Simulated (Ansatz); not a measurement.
# Na2S: the cost of one run

Method: DFT PBE, scalar-relativistic, plane waves, PAW, in Ansatz 0.2.0.

1 further run of the same task is left out (set aside as unsound or not needed).

## 1. The starting structure

The structure is cubic, space group Fm-3m (No. 225). The conventional cell has a = 6.526 Å, b = 6.526 Å, c = 6.526 Å, α = 90.00°, β = 90.00°, γ = 90.00°. Na (site symmetry -43m) is surrounded by 4 S at 2.83 Å. S (site symmetry m-3m) is surrounded by 8 Na at 2.83 Å.

As a file:

```
CELL_PARAMETERS angstrom
0.00000 3.26300 3.26300
3.26300 0.00000 3.26300
3.26300 3.26300 0.00000
ATOMIC_POSITIONS crystal
Na 0.25000 0.25000 0.25000
Na 0.75000 0.75000 0.75000
S 0.00000 0.00000 0.00000
```

The structure comes from the Crystallography Open Database.

## 2. A distortion that keeps the symmetry

The change: strain xx, yy, zz, yz, xz, xy = +1.5, +1.5, +1.5, +0.0, +0.0, +0.0 %.

The input, input.yaml:

```yaml
crystal:
  lattice:
    - [0.0, 3.31321757, 3.31321757]
    - [3.31321757, 0.0, 3.31321757]
    - [3.31321757, 3.31321757, 0.0]
  atoms:
    - { symbol: Na, position: [0.25, 0.25, 0.25] }
    - { symbol: Na, position: [0.75, 0.75, 0.75] }
    - { symbol: S, position: [0.0, 0.0, 0.0] }
basis:
  ecutwfc: 420
kpoints:
  mp_grid: { grid: [6, 6, 6] }
hamiltonian:
  xc: pbe
scf:
  occupations: { method: gaussian, width: 0.02 }
output:
  forces: true
  stress: true
  eigenvalues: true
  populations: true
```

The run is started by

```sh
$ ansatz run input.yaml --threads 1 --pin off --max-ram 1331MiB --backend cpu --events-out ev --progress --plain --runs-dir out
```

**Question.** How long does this run take on 1 thread of an x86-64 CPU, shared host, and how much memory does it need?

About 2.6 s, with a peak of 0.32 GiB.
